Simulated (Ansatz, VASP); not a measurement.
**Two plane-wave programs on BN**

```xyz
2
Lattice="1.2511 0.7223 3.3729 -1.2511 0.7223 3.3729 0.0000 -1.4447 3.3729" Properties=species:S:1:pos:R:3 pbc="T T T"
B     0.0000    0.0000   10.1155
N     0.0000    0.0000    3.3672
```

Alike in both runs: task single point; functional PBEsol; dispersion D3(BJ); k mesh 12 × 12 × 12; occupations gaussian, width 0.02 eV; no spin polarisation.

|  | VASP | Ansatz |
| --- | --- | --- |
| version | VASP 6.6.1 | Ansatz 0.2.0 |
| potentials or method | VASP PAW PBE potentials, release 64 (B, N) | scalar-relativistic, plane waves, PAW |
| plane-wave cutoff (eV) | 520 | 420 |
| valence electrons in the cell | 8 | 8 |

|  | VASP | Ansatz | Ansatz less VASP |
| --- | --- | --- | --- |
| gap on the k mesh at the Fermi level (eV) | 4.18 | 4.19 | +0.010 |
| least direct gap on the mesh (eV) | 4.63 | 4.64 | +0.007 |
| pressure (GPa) | -0.7 | -1.0 | -0.30 |
| largest component of the traceless stress (GPa) | 0.73 | 0.30 | -0.438 |

With one functional, cell and mesh, what is left measures potentials, basis and numerics.

Caveats: the PAW data sets were made with another functional, which shifts forces and pressure a little (VASP). A k mesh can miss the band edges. PBEsol gaps usually lie below the measured ones, often by a third to a half.
